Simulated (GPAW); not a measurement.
# AlN (Fm-3m) in GPAW: further runs

The runs below take AlN through band structure, equation of state, single point, with r2SCAN, TB-mBJ.

Everything below comes from runs of GPAW 26.7.0. Logs are shortened: lines on timing, memory, paths and dates and some standing lists are left out, and cuts for length are marked. The log counts tension as positive stress, the text compression.

## Step 1: Starting point

Symmetry: Fm-3m, No. 225, cubic system. Conventional cell: a = 4.069 Å, b = 4.069 Å, c = 4.069 Å, α = 90.00°, β = 90.00°, γ = 90.00°. Al (site symmetry m-3m) has 6 N at 2.03 Å as nearest neighbours. N (site symmetry m-3m) is surrounded by 6 Al at 2.03 Å.

Measurements of this composition are mostly on another form, of space group No. 186.

## Step 2: Band structure, r2SCAN

run.py

```python
from ase import Atoms
from ase.dft.bandgap import bandgap
from ase.io import write
from ase.units import GPa
from gpaw import GPAW, PW

atoms = Atoms(['Al', 'N'],
              cell=[[0.0, 2.034518, 2.034518],
                    [2.034518, 0.0, 2.034518],
                    [2.034518, 2.034518, 0.0]],
              scaled_positions=[[0.5, 0.5, 0.5],
                                [0.0, 0.0, 0.0]],
              pbc=True)

calc = GPAW(mode=PW(800),
            xc='MGGA_X_R2SCAN+MGGA_C_R2SCAN',
            kpts={'size': (11, 11, 11), 'gamma': True},
            occupations={'name': 'fermi-dirac', 'width': 0.05},
            nbands=11,
            convergence={'density': 1e-05, 'energy': 1e-05},
            maxiter=150,
            txt='gpaw.txt')
atoms.calc = calc
energy = atoms.get_potential_energy()
forces = atoms.get_forces()
stress = atoms.get_stress()
calc.write('gs.gpw')
write('result.traj', atoms)
print(f'Energy: {energy:.6f} eV')
print('Forces (eV/A):')
print(forces.round(4))
print('Stress (GPa):', (stress / GPa).round(3))
print('Fermi level:', round(calc.get_fermi_level(), 4), 'eV')
print(f'Gap: {bandgap(calc)[0]:.4f} eV, direct: {bandgap(calc, direct=True)[0]:.4f} eV')

path = atoms.cell.bandpath('GXWKGLUWLK,UX', npoints=80, eps=1e-4)
bs_calc = calc.fixed_density(kpts=path, symmetry='off', nbands=18,
                             convergence={'bands': 'CBM+6.0', 'eigenstates': 1e-6}, txt='bands.txt')
bs = bs_calc.band_structure()
bs.write('bs.json')
print(f'Gap on the path: {bandgap(bs_calc)[0]:.4f} eV')
```

Potentials or basis: GPAW PAW data sets (gpaw-data 1.2.1), pw.

On the command line:

```
$ OMP_NUM_THREADS=1 python run.py
```

gpaw.txt:

```text
__  _  _
 | _ |_)|_||  |
 |__||  | ||/\| - 26.7.0

Input parameters:
  mode=PW(ecut=800.0),
  convergence={'density': 1e-05, 'energy': 1e-05},
  kpts=MonkhorstPack(size=(11, 11, 11), gamma=True),
  maxiter=150,
  nbands=11,
  occupations=Occupations(name='fermi-dirac', width=0.05),
  xc=XC(name='MGGA_X_R2SCAN+MGGA_C_R2SCAN')

Diagonalizing LCAO Hamiltonian
Converting LCAO to pw mode

              Al

       N

Atoms  # Å, Bohr magnetons
|   | symbol |        x |        y |        z |    initial magnetic moments |
|---|--------|----------|----------|----------|-----------------------------|
| 0 |     Al | 2.034518 | 2.034518 | 2.034518 | ( 0.0000,  0.0000,  0.0000) |
| 1 |      N | 0.000000 | 0.000000 | 0.000000 | ( 0.0000,  0.0000,  0.0000) |

Unit cell  # Å
| periodic |        x |        y |        z |  lengths |    angles |
|----------|----------|----------|----------|----------|-----------|
|      yes | 0.000000 | 2.034518 | 2.034518 | 2.877243 | 60.000000 |
|      yes | 2.034518 | 0.000000 | 2.034518 | 2.877243 | 60.000000 |
|      yes | 2.034518 | 2.034518 | 0.000000 | 2.877243 | 60.000000 |

Number of symmetries: 48
Symmetry operations  # r_c * U_cc + t_c -> r_c
|    | kind |            matrix            |
|----|------|------------------------------|
|  0 |  σ   |  1, 0, 0,  1, 0,-1,  1,-1, 0 |
|  1 |  C2  |  1, 0, 0,  1,-1, 0,  1, 0,-1 |
|  2 |  E   |  1, 0, 0,  0, 1, 0,  0, 0, 1 |
|  3 |  σ   |  1, 0, 0,  0, 0, 1,  0, 1, 0 |
|  4 |  C4  |  1, 0,-1,  1, 0, 0,  1,-1, 0 |
|  5 |  S6  |  1, 0,-1,  1,-1, 0,  1, 0, 0 |
|  6 |  σ   |  1, 0,-1,  0, 1,-1,  0, 0,-1 |
|  7 |  C3  |  1, 0,-1,  0, 0,-1,  0, 1,-1 |
|  8 |  S6  |  1,-1, 0,  1, 0, 0,  1, 0,-1 |
|  9 |  C4  |  1,-1, 0,  1, 0,-1,  1, 0, 0 |
| 10 |  C3  |  1,-1, 0,  0,-1, 1,  0,-1, 0 |
| 11 |  σ   |  1,-1, 0,  0,-1, 0,  0,-1, 1 |
| 12 |  σ   |  0, 1, 0,  1, 0, 0,  0, 0, 1 |
| 13 |  C4  |  0, 1, 0,  0, 1,-1, -1, 1, 0 |
| 14 |  C3  |  0, 1, 0,  0, 0, 1,  1, 0, 0 |
| 15 |  S6  |  0, 1, 0, -1, 1, 0,  0, 1,-1 |
| 16 |  C2  |  0, 1,-1,  1, 0,-1,  0, 0,-1 |
| 17 |  σ   |  0, 1,-1,  0, 1, 0, -1, 1, 0 |
| 18 |  S4  |  0, 1,-1,  0, 0,-1,  1, 0,-1 |
| 19 |  C4  |  0, 1,-1, -1, 1, 0,  0, 1, 0 |
| 20 |  C3  |  0, 0, 1,  1, 0, 0,  0, 1, 0 |
| 21 |  σ   |  0, 0, 1,  0, 1, 0,  1, 0, 0 |
| 22 |  S6  |  0, 0, 1,  0,-1, 1, -1, 0, 1 |
| 23 |  C4  |  0, 0, 1, -1, 0, 1,  0,-1, 1 |
| 24 |  S4  |  0, 0,-1,  1, 0,-1,  0, 1,-1 |
| 25 |  C3  |  0, 0,-1,  0, 1,-1,  1, 0,-1 |
| 26 |  C2  |  0, 0,-1,  0,-1, 0, -1, 0, 0 |
| 27 |  S6  |  0, 0,-1, -1, 0, 0,  0,-1, 0 |
| 28 |  S4  |  0,-1, 1,  1,-1, 0,  0,-1, 0 |
| 29 |  C4  |  0,-1, 1,  0, 0, 1, -1, 0, 1 |
| 30 |  C2  |  0,-1, 1,  0,-1, 0,  1,-1, 0 |
| 31 |  σ   |  0,-1, 1, -1, 0, 1,  0, 0, 1 |
| 32 |  C3  |  0,-1, 0,  1,-1, 0,  0,-1, 1 |
| 33 |  S6  |  0,-1, 0,  0, 0,-1, -1, 0, 0 |
| 34 |  S4  |  0,-1, 0,  0,-1, 1,  1,-1, 0 |
| 35 |  C2  |  0,-1, 0, -1, 0, 0,  0, 0,-1 |
| 36 |  C2  | -1, 1, 0,  0, 1, 0,  0, 1,-1 |
| 37 |  S6  | -1, 1, 0,  0, 1,-1,  0, 1, 0 |
| 38 |  S4  | -1, 1, 0, -1, 0, 1, -1, 0, 0 |
| 39 |  C3  | -1, 1, 0, -1, 0, 0, -1, 0, 1 |
| 40 |  S6  | -1, 0, 1,  0, 0, 1,  0,-1, 1 |
| 41 |  C2  | -1, 0, 1,  0,-1, 1,  0, 0, 1 |
| 42 |  C3  | -1, 0, 1, -1, 1, 0, -1, 0, 0 |
| 43 |  S4  | -1, 0, 1, -1, 0, 0, -1, 1, 0 |
| 44 |  C2  | -1, 0, 0,  0, 0,-1,  0,-1, 0 |
| 45 |  i   | -1, 0, 0,  0,-1, 0,  0, 0,-1 |
| 46 |  σ   | -1, 0, 0, -1, 1, 0, -1, 0, 1 |
| 47 |  C2  | -1, 0, 0, -1, 0, 1, -1, 1, 0 |

BZ-sampling:
  Number of BZ points: 1331
  Number of IBZ points: 56

  Monkhorst-Pack size: [11, 11, 11]
  Monkhorst-Pack shift: [0, 0, 0]

K-points  # in reciprocal-cell coordinates
|     |                                coordinates |     weight |
|-----|--------------------------------------------|------------|
|   0 | (  0.00000000,   0.00000000,   0.00000000) | 0.00075131 |
|   1 | (  0.09090909,   0.09090909,   0.00000000) | 0.00450789 |
|   2 | (  0.09090909,   0.09090909,   0.09090909) | 0.00601052 |
|   3 | (  0.18181818,   0.09090909,   0.09090909) | 0.00901578 |
|   4 | (  0.18181818,   0.18181818,   0.00000000) | 0.00450789 |
|   5 | (  0.18181818,   0.18181818,   0.09090909) | 0.01803156 |
|   6 | (  0.18181818,   0.18181818,   0.18181818) | 0.00601052 |
|   7 | (  0.27272727,   0.18181818,   0.09090909) | 0.01803156 |
|   8 | (  0.27272727,   0.18181818,   0.18181818) | 0.01803156 |
|   9 | (  0.27272727,   0.27272727,   0.00000000) | 0.00450789 |
| ... |                                            |            |
|  55 | (  0.45454545,   0.45454545,   0.45454545) | 0.00601052 |

Plane wave coefficients: 893
Cutoff: 800.0 eV

Spin-components: 1 (collinear spins)
Bands:           11
Projectors:      10
Spin-degeneracy: 2
Datatype:        complex128

Parallelization:
  kpt:    1
  domain: 1
  band:   1

Density:
  Valence electrons: 8.0
  Components: 1
  Grid points: [20 20 20]
  Charge: 0.0  # |e|

Potential:
  Grid points: [20 20 20]

species:
  Al:
    name:    Aluminium
    Z:       13.0
    valence: 3
    core:    10
    charge:  0.0  # [|e|]
    compensation charges:
      type: gauss
      rc: 0.34  # [Å]
      lmax: 2
    cutoffs:
      filter: 1.91  # [Å]
      core: 2.36  # [Å]
    projectors
    | kind |    occ | energy [eV] | rcut [Å] |
    |------|--------|-------------|----------|
    |   3s |  2.000 |      -7.753 |    1.085 |
    |   3p |  1.000 |      -2.712 |    1.085 |
    |    s |        |      19.459 |    1.085 |
    |    p |        |      24.499 |    1.085 |
    |    d |        |       0.000 |    1.085 |

    Using partial waves for Al as LCAO basis

  N:
    name:    Nitrogen
    Z:       7.0
    valence: 5
    core:    2
    charge:  0.0  # [|e|]
    compensation charges:
      type: gauss
      rc: 0.18  # [Å]
      lmax: 2
    cutoffs:
      filter: 1.11  # [Å]
      core: 0.96  # [Å]
    projectors
    | kind |    occ | energy [eV] | rcut [Å] |
    |------|--------|-------------|----------|
    |   2s |  2.000 |     -18.583 |    0.603 |
    |   2p |  3.000 |      -7.089 |    0.529 |
    |    s |        |       8.629 |    0.603 |
    |    p |        |      20.123 |    0.529 |
    |    d |        |       0.000 |    0.577 |

    Using partial waves for N as LCAO basis

Reference energy: -8085.144769  # eV

eigensolver:
  PPCG
  Converge bands: occupied
  niter=2

density mixing:
  MSR1-Mixer
  Pratt-step length: 0.05
  Maximum mixing coefficient: 0.75
  Old densities: 10
  SVD Regularization: 0.005
  Good broyden scale: 1.0
  Trust region scale: 1.0
  Backstep threshold: 4.0
  History deletion threshold: 6.0
  Fourier metric: weight=20.0, sigma=0.015

occupation numbers:
  Fermi-Dirac:
    width: 0.0500  # eV

poisson solver:
  ecut: 6400.0  # eV

xc functional:
  name: MGGA_X_R2SCAN+MGGA_C_R2SCAN with 2 nearest neighbor stencil

convergence criteria:
[... 6 lines left out ...]
|iter     | |      energy | eigst |  dens |
|---------|-|-------------|-------|-------|
|iter:   1| |  -22.122252 | -0.11 |       |
|iter:   2| |  -19.533294 | -1.58 | -0.64 |
|iter:   3| |  -18.630330 | -0.97 | -0.68 |
|iter:   4| |  -18.701274 | -2.48 | -1.28 |
|iter:   5| |  -18.714443 | -2.89 | -1.61 |
|iter:   6| |  -18.714524 | -4.96 | -2.70 |
|iter:   7| |  -18.714546 | -5.62 | -3.16 |
|iter:   8| |  -18.714546c| -7.63c| -4.09 |
|iter:   9| |  -18.714546c| -7.74c| -5.11c|

Converged in 9 steps
Energy contributions relative to reference atoms: (reference = -8085.144769)

Energy contributions:
  Kinetic:           8.900494
  Coulomb:          -5.551123
  Zero:              0.043406
  External:          0.000000
  Xc:              -22.107323
  Entropy:          -0.000000
  Spinorbit:         0.000000
  ----------------------------
  Free energy:     -18.714546
  Extrapolated:    -18.714546

dipole moment: (-10.086212, -10.086212, -10.086212)  # |e|*Ang

Fermi level: 10.490
Eigenvalues  # (at kpt = [0.000, 0.000, 0.000])
| band index |      eig [eV] | occ [0-2] |
|------------|---------------|-----------|
|          0 |        -8.699 |     2.000 |
|          1 |         9.552 |     2.000 |
|          2 |         9.552 |     2.000 |
|          3 |         9.552 |     2.000 |
|          4 |        15.761 |     0.000 |
|          5 |        22.451 |     0.000 |
|          6 |        22.451 |     0.000 |
|          7 |        22.451 |     0.000 |
|          8 |        28.069 |     0.000 |
|          9 |        28.069 |     0.000 |
|         10 |        28.253 |     0.000 |

Gap: 5.388 eV
Transition (v -> c):
  (s=0, k=0, n=3, [0.00, 0.00, 0.00]) -> (s=0, k=50, n=4, [0.45, 0.45, 0.00])
Direct/indirect transitions are different
Direct gap: 6.209 eV
Transition at: (s=0, k=0, n=3, [0.00, 0.00, 0.00])

Forces  # eV/Ang
|        x |        y |        z |
|----------|----------|----------|
| -0.00000 |  0.00000 | -0.00000 |  # Al   0
|  0.00000 | -0.00000 | -0.00000 |  # N    1

Stress tensor  # eV/Ang^3
|         x |         y |         z |
|-----------|-----------|-----------|
|  0.031530 |  0.000000 | -0.000000 |
|  0.000000 |  0.031530 | -0.000000 |
| -0.000000 | -0.000000 |  0.031530 |

# Writing to gs.gpw (mode='')
```

Run time: 38 s. Hardware: 1 thread of Arm Neoverse V2, shared host; peak memory 0.24 GiB.

Results:

```
Free energy             : -18.7145 eV
Pressure                : -5.1 GPa
Band gap on the k mesh  : 5.39 eV, indirect (least direct gap 6.21 eV)
Band gap along the path : 5.26 eV, indirect (least direct gap 6.21 eV)
```

Levels at the corners of the path, in eV from the valence-band top:
| point | band 2 | band 3 | band 4 | band 5 | band 6 | band 7 |
| --- | --- | --- | --- | --- | --- | --- |
| Γ | 0.00 | 0.00 | 0.00 | 6.21 | 12.90 | 12.90 |
| X | -7.44 | -2.86 | -2.86 | 5.26 | 6.04 | 15.13 |
| W | -5.74 | -5.74 | -3.91 | 8.80 | 11.59 | 11.59 |
| K | -6.57 | -5.47 | -2.35 | 6.56 | 10.04 | 13.78 |
| Γ | 0.00 | 0.00 | 0.00 | 6.21 | 12.90 | 12.90 |
| L | -8.34 | -1.12 | -1.12 | 6.79 | 11.75 | 11.75 |
| U | -6.57 | -5.47 | -2.35 | 6.56 | 10.04 | 13.78 |
| W | -5.74 | -5.74 | -3.91 | 8.80 | 11.59 | 11.59 |
| L | -8.34 | -1.12 | -1.12 | 6.79 | 11.75 | 11.75 |
| K | -6.57 | -5.47 | -2.35 | 6.56 | 10.04 | 13.78 |
| U | -6.57 | -5.47 | -2.35 | 6.56 | 10.04 | 13.78 |
| X | -7.44 | -2.86 | -2.86 | 5.26 | 6.04 | 15.13 |

Caveat: the PAW data sets were made with another functional, which shifts forces and pressure a little; the mesh misses the band edges, which the band path finds closer together.

## Step 3: Equation of state, r2SCAN

run.py

```python
from ase import Atoms
from ase.eos import EquationOfState
from ase.io import Trajectory
from ase.units import GPa
from gpaw import GPAW, PW

atoms = Atoms(['Al', 'N'],
              cell=[[0.0, 2.034518, 2.034518],
                    [2.034518, 0.0, 2.034518],
                    [2.034518, 2.034518, 0.0]],
              scaled_positions=[[0.5, 0.5, 0.5],
                                [0.0, 0.0, 0.0]],
              pbc=True)

traj = Trajectory('eos.traj', 'w')
volumes, energies = [], []
for x in [0.94, 0.96, 0.98, 1.0, 1.02, 1.04, 1.06]:
    a = atoms.copy()
    a.set_cell(atoms.cell * x**(1 / 3), scale_atoms=True)
    calc = GPAW(mode=PW(800),
                xc='MGGA_X_R2SCAN+MGGA_C_R2SCAN',
                kpts={'size': (11, 11, 11), 'gamma': True},
                occupations={'name': 'fermi-dirac', 'width': 0.05},
                nbands=11,
                convergence={'density': 1e-05, 'energy': 1e-05},
                maxiter=150,
                txt=f'eos-{x:.2f}.txt')
    a.calc = calc
    energies.append(a.get_potential_energy(force_consistent=True))
    volumes.append(a.get_volume())
    p = -a.get_stress()[:3].mean() / GPa
    calc.write(f'eos-{x:.2f}.gpw')
    traj.write(a)
    print(f'{x:.2f} {volumes[-1]:10.4f} A^3 {energies[-1]:14.6f} eV {p:9.3f} GPa', flush=True)

v0, e0, B = EquationOfState(volumes, energies, eos='birchmurnaghan').fit()
print(f'V0 = {v0:.4f} A^3, E0 = {e0:.6f} eV, B0 = {B / GPa:.2f} GPa')
```

Potentials or basis: GPAW PAW data sets (gpaw-data 1.2.1), pw.

On the command line:

```
$ OMP_NUM_THREADS=1 python run.py
```

What it wrote:

```text
__  _  _
 | _ |_)|_||  |
 |__||  | ||/\| - 26.7.0

Input parameters:
  mode=PW(ecut=800.0),
  convergence={'density': 1e-05, 'energy': 1e-05},
  kpts=MonkhorstPack(size=(11, 11, 11), gamma=True),
  maxiter=150,
  nbands=11,
  occupations=Occupations(name='fermi-dirac', width=0.05),
  xc=XC(name='MGGA_X_R2SCAN+MGGA_C_R2SCAN')

Diagonalizing LCAO Hamiltonian
Converting LCAO to pw mode

              Al

       N

Atoms  # Å, Bohr magnetons
|   | symbol |        x |        y |        z |    initial magnetic moments |
|---|--------|----------|----------|----------|-----------------------------|
| 0 |     Al | 1.992986 | 1.992986 | 1.992986 | ( 0.0000,  0.0000,  0.0000) |
| 1 |      N | 0.000000 | 0.000000 | 0.000000 | ( 0.0000,  0.0000,  0.0000) |

Unit cell  # Å
| periodic |        x |        y |        z |  lengths |    angles |
|----------|----------|----------|----------|----------|-----------|
|      yes | 0.000000 | 1.992986 | 1.992986 | 2.818507 | 60.000000 |
|      yes | 1.992986 | 0.000000 | 1.992986 | 2.818507 | 60.000000 |
[... 197 lines left out ...]

Converged in 9 steps
Energy contributions relative to reference atoms: (reference = -8085.144769)

Energy contributions:
  Kinetic:          15.485668
  Coulomb:         -10.640245
  Zero:              0.040537
  External:          0.000000
  Xc:              -23.574610
  Entropy:          -0.000000
  Spinorbit:         0.000000
  ----------------------------
  Free energy:     -18.688650
  Extrapolated:    -18.688650

dipole moment: (-9.874117, -9.874117, -9.874117)  # |e|*Ang

Fermi level: 11.585
Eigenvalues  # (at kpt = [0.000, 0.000, 0.000])
| band index |      eig [eV] | occ [0-2] |
|------------|---------------|-----------|
|          0 |        -8.476 |     2.000 |
|          1 |        10.356 |     2.000 |
|          2 |        10.356 |     2.000 |
|          3 |        10.356 |     2.000 |
|          4 |        17.508 |     0.000 |
|          5 |        23.459 |     0.000 |
|          6 |        23.459 |     0.000 |
|          7 |        23.459 |     0.000 |
|          8 |        29.351 |     0.000 |
|          9 |        29.351 |     0.000 |
|         10 |        29.458 |     0.000 |

Gap: 6.009 eV
Transition (v -> c):
  (s=0, k=0, n=3, [0.00, 0.00, 0.00]) -> (s=0, k=50, n=4, [0.45, 0.45, 0.00])
Direct/indirect transitions are different
Direct gap: 7.152 eV
Transition at: (s=0, k=0, n=3, [0.00, 0.00, 0.00])

Stress tensor  # eV/Ang^3
|         x |         y |         z |
|-----------|-----------|-----------|
| -0.079795 |  0.000000 |  0.000000 |
|  0.000000 | -0.079795 |  0.000000 |
|  0.000000 |  0.000000 | -0.079795 |

# Writing to eos-0.94.gpw (mode='')
```

stdout:

```text
0.94    15.8322 A^3     -18.688650 eV    12.785 GPa
0.96    16.1691 A^3     -18.709895 eV     6.219 GPa
0.98    16.5060 A^3     -18.718241 eV     0.303 GPa
1.00    16.8428 A^3     -18.714546 eV    -5.052 GPa
1.02    17.1797 A^3     -18.700329 eV    -9.877 GPa
1.04    17.5165 A^3     -18.675984 eV   -14.255 GPa
1.06    17.8534 A^3     -18.643228 eV   -18.200 GPa
V0 = 16.5666 A^3, E0 = -18.718386 eV, B0 = 272.24 GPa
```

eos-0.96.txt:

```text
SCF iterations
|iter     | |      energy | eigst |  dens |
|---------|-|-------------|-------|-------|
|iter:   1| |  -22.110030 | -0.11 |       |
|iter:   2| |  -19.557323 | -1.57 | -0.64 |
|iter:   3| |  -18.622818 | -0.97 | -0.68 |
|iter:   4| |  -18.696087 | -2.45 | -1.29 |
|iter:   5| |  -18.709810 | -2.85 | -1.62 |
[... 40 lines left out ...]
  (s=0, k=0, n=3, [0.00, 0.00, 0.00]) -> (s=0, k=50, n=4, [0.45, 0.45, 0.00])
Direct/indirect transitions are different
Direct gap: 6.824 eV
Transition at: (s=0, k=0, n=3, [0.00, 0.00, 0.00])

Stress tensor  # eV/Ang^3
|         x |         y |         z |
|-----------|-----------|-----------|
| -0.038813 | -0.000000 | -0.000000 |
| -0.000000 | -0.038813 |  0.000000 |
| -0.000000 |  0.000000 | -0.038813 |

# Writing to eos-0.96.gpw (mode='')
```

It took 2.4 min on 1 thread of Arm Neoverse V2, shared host; peak memory 0.42 GiB.

What came out:

| Item | Value |
| --- | --- |
| Equilibrium volume | 8.28 Å³/atom (rough: see the caveat) |
| Bulk modulus | 272 GPa (rough) |

Energy against volume, from the lowest point:
```
volume (Å³/atom)  energy (meV/atom)
           7.916              14.80
           8.085               4.17
           8.253               0.00
           8.421               1.85
           8.590               8.96
           8.758              21.13
           8.927              37.51
```

Caveat: the points scatter about the fit; the PAW data sets were made with another functional, which shifts forces and pressure a little.

[end of part 1 of 2]
